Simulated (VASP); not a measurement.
A run of VASP 6.6.1 is set up as follows.

INCAR

```
PREC = Accurate
ENCUT = 520
EDIFF = 1E-6
ISMEAR = 0
SIGMA = 0.1
LREAL = F
LASPH = T
NELM = 100
ALGO = Normal
ISIF = 2
LWAVE = F
LCHARG = F
GGA = PS
NBANDS = 15
```

The input KPOINTS:

```
regular mesh
0
Gamma
  6 6 6
```

File POSCAR:

```
HfB2
1.0
    3.1326790800      0.0000000000      0.0000000000
   -1.5663395400      2.7129796700      0.0000000000
    0.0000000000      0.0000000000      3.4792139900
Hf B
1 2
Direct
    0.0000000000      0.0000000000      0.0000000000
    0.3333333300      0.6666666700      0.5000000000
    0.6666666700      0.3333333300      0.5000000000
```

Potentials or basis: VASP PAW PBE potentials, release 64 (Hf_pv, B).

Command:

```sh
$ cat potpaw_PBE.64/Hf_pv/POTCAR potpaw_PBE.64/B/POTCAR > POTCAR
$ mpirun -np 1 vasp_std > vasp.out
```

Q: Estimate the pressure.

A: -3.0 GPa.

Q: What does it give for the band gap on the k mesh?

A: None (metal or under the smearing width).

Stress tensor (GPa, compression positive):
```
-1.47  0.00  0.00
 0.00 -1.47  0.00
 0.00  0.00 -5.97
```

Caveat: the k mesh is coarse (spacing up to 0.39 Å⁻¹), so the values aren't converged; the PAW data sets were made with another functional, which shifts forces and pressure a little. Spin-orbit coupling is left out, which matters for the levels of Hf.
